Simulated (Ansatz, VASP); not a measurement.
Two plane-wave programs on BaS

```xyz
2
Lattice="0.0000 3.2129 3.2129 3.2129 0.0000 3.2129 3.2129 3.2129 0.0000" Properties=species:S:1:pos:R:3 pbc="T T T"
Ba    3.2129    3.2129    3.2129
S     0.0000    0.0000    0.0000
```

Alike in both runs: task single point; functional PBE; k mesh 6 × 6 × 6; occupations gaussian, width 0.05 eV; non-collinear spin, spin-orbit coupling.

```csv
,VASP,Ansatz
version,VASP 6.6.1,Ansatz 0.2.0
potentials or method,"VASP PAW PBE potentials, release 64 (Ba_sv, S)","plane waves, PAW"
plane-wave cutoff (eV),520,420
valence electrons in the cell,16,16
```

Ansatz gave:

| Quantity | Value |
| --- | --- |
| gap on the k mesh at the Fermi level (eV) | 2.19 |
| least direct gap on the mesh (eV) | 2.27 |
| pressure (GPa) | 0.0 |
| net moment per atom (μB) | 0.00 |

Q: What did VASP give for the same quantities?

A: gap on the k mesh at the Fermi level (eV): 2.09; least direct gap on the mesh (eV): 2.20; pressure (GPa): 0.6; net moment per atom (μB): 0.00.

With one functional, cell and mesh, what is left measures potentials, basis and numerics.
